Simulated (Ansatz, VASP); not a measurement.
Two plane-wave programs on TiCo

The input INCAR:

```
ALGO = Normal ; EDIFF = 1E-6
ENCUT = 520 ; GGA = PE
ISIF = 2 ; ISMEAR = 0
ISPIN = 2 ; LASPH = T
LCHARG = T ; LELF = T
LMAXMIX = 4 ; LORBIT = 11
LREAL = F ; LVHAR = T
LWAVE = F ; MAGMOM = -1 3
NBANDS = 22 ; NELM = 150
PREC = Accurate ; SIGMA = 0.1
```

The input KPOINTS:

```
k-points
0
Gamma
  6 6 6
```

File POSCAR:

```
TiCo
1.0
    2.9861109900      0.0000000000      0.0000000000
    0.0000000000      2.9861109900      0.0000000000
    0.0000000000      0.0000000000      2.9861109900
Ti Co
1 1
Direct
    0.0000000000      0.0000000000      0.0000000000
    0.5000000000      0.5000000000      0.5000000000
```

Input for Ansatz:

```yaml
crystal:
  lattice:
    - [2.98611099, 0.0, 0.0]
    - [0.0, 2.98611099, 0.0]
    - [0.0, 0.0, 2.98611099]
  atoms:
    - { symbol: Ti, position: [0.0, 0.0, 0.0], spin: -1.0 }
    - { symbol: Co, position: [0.5, 0.5, 0.5], spin: 3.0 }
basis:
  ecutwfc: 420
kpoints:
  mp_grid: { grid: [6, 6, 6] }
hamiltonian:
  xc: pbe
scf:
  occupations: { method: gaussian, width: 0.1 }
  lower_state_search: "off"
output:
  forces: true
  stress: true
  eigenvalues: true
  populations: true
magnetization:
  spin_polarized: true
```

The cell comes from a database or a generator and needn't be the stable form of this composition.

Alike in both runs: task single point; functional PBE; k mesh 6 × 6 × 6; occupations gaussian, width 0.1 eV; collinear spin.

```csv
,VASP,Ansatz
version,VASP 6.6.1,Ansatz 0.2.0
potentials or method,"VASP PAW PBE potentials, release 64 (Ti_sv, Co)","scalar-relativistic, plane waves, PAW"
plane-wave cutoff (eV),520,420
valence electrons in the cell,21,29
```

|  | VASP | Ansatz | Ansatz less VASP |
| --- | --- | --- | --- |
| gap on the k mesh at the Fermi level (eV) | none | none | - |
| pressure (GPa) | -2.3 | -1.9 | +0.44 |
| net moment per atom (μB) | 0.18 | 0.20 | +0.011 |
| size of the moment on the site where the two differ most (μB) | 0.51 | 0.54 | +0.033 |

Site moments also hang on the region over which each program counts them. A gap of «none» marks a metal or a gap that the smearing closes. The two sets of potentials don't hold the same shells in valence.
